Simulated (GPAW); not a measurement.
Here is a GPAW 26.7.0 calculation.

Contents of run.py:

```python
from ase.dft.bandgap import bandgap
from ase.io import read, write
from gpaw import GPAW, PW
from gpaw.response.df import DielectricFunction

atoms = read('POSCAR')

calc = GPAW(mode=PW(500),
            xc='PBE',
            kpts={'size': (10, 10, 10), 'gamma': True},
            occupations={'name': 'fermi-dirac', 'width': 0.05},
            nbands=13,
            convergence={'density': 1e-06},
            maxiter=150,
            txt='gpaw.txt')
atoms.calc = calc
energy = atoms.get_potential_energy()
calc.write('gs.gpw')
write('result.traj', atoms)
print(f'Energy: {energy:.6f} eV')
print('Fermi level:', round(calc.get_fermi_level(), 4), 'eV')
print(f'Gap: {bandgap(calc)[0]:.4f} eV, direct: {bandgap(calc, direct=True)[0]:.4f} eV')

dense = calc.fixed_density(kpts={'size': (30, 30, 30), 'gamma': True},
                           nbands=22, convergence={'bands': 16, 'eigenstates': 1e-7},
                           update_fermi_level=True, txt='dense.txt')
dense.write('dense.gpw', mode='all')

df = DielectricFunction('dense.gpw', frequencies={'type': 'nonlinear', 'domega0': 0.05, 'omega2': 10},
                        eta=0.1, ecut=50, nbands=16, rate='eta', txt='df.txt')
for direction in ['x']:
    df.get_dielectric_function(xc='RPA', direction=direction, filename=f'df_{direction}.csv')
```

Contents of POSCAR:

```
Zn
1.0
   -1.5478311978      1.5478311978      1.5478311978
    1.5478311978     -1.5478311978      1.5478311978
    1.5478311978      1.5478311978     -1.5478311978
Zn
1
Direct
    0.0000000000      0.0000000000      0.0000000000
```

Potentials or basis: GPAW PAW data sets (gpaw-data 1.2.1), pw.

Launch:

```console
$ OMP_NUM_THREADS=1 python run.py
```

Problem. Estimate the band gap on the k mesh.

Solution. None (metal or under the smearing width).

Dielectric function (mean over the directions given):
```
energy (eV)  real part  imaginary part
       1.04    -128.26           50.31
       1.89     -48.36            7.76
       2.91     -20.60            2.38
       3.76     -13.03            2.59
       4.79      -7.40            1.01
       5.68      -4.57            0.80
       6.63      -2.65            0.56
       7.63      -1.34            0.87
       8.52      -0.96            1.01
       9.56      -0.69            0.88
      10.46      -0.48            0.79
      11.41      -0.35            0.74
      12.30      -0.24            0.62
      13.36      -0.09            0.51
      14.35       0.03            0.42
      15.26       0.14            0.41
      16.36       0.29            0.35
      17.36       0.38            0.40
      18.58       0.45            0.40
      19.87       0.48            0.46
```

Caveat: the intraband term hangs on this k mesh; the long-wavelength limit can be off by several per cent where d states take part; independent-particle spectra lack excitons.
